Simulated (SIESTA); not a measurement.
Crystal: In.

```
CELL_PARAMETERS angstrom
-1.62547 1.62547 2.47370
1.62547 -1.62547 2.47370
1.62547 1.62547 -2.47370
ATOMIC_POSITIONS crystal
In 0.00000 0.00000 0.00000
```

Base run:

| Quantity | Value |
| --- | --- |
| Program | SIESTA 5.4.2 |
| Functional | PBE |
| Potentials or basis | PseudoDojo 0.4 standard (PBE files) |
| Basis | DZ (energy shift 0.003 Ry; two zetas on semicore shells) |
| Grid cutoff | 500 Ry |
| Energy shift | 0.003 Ry |
| k mesh | 11 × 11 × 11 |
| Occupations | fermi-dirac, width 0.05 eV |
| Spin | no spin polarisation |

Its results: band gap on the k mesh none (metal or under the smearing width); pressure 1.2 GPa.

Q: The run is repeated on the same cell with these changes: basis from DZ (energy shift 0.003 Ry; two zetas on semicore shells) to DZP (energy shift 0.003 Ry; two zetas on semicore shells). What comes out?

A: Band gap on the k mesh none (metal or under the smearing width); pressure 2.4 GPa.

Caveats: spin-orbit coupling is left out, which moves the levels of the heavy elements; the basis of atomic orbitals isn't converged, which shifts pressures, moduli and gaps; the basis has no polarisation orbitals (some runs).
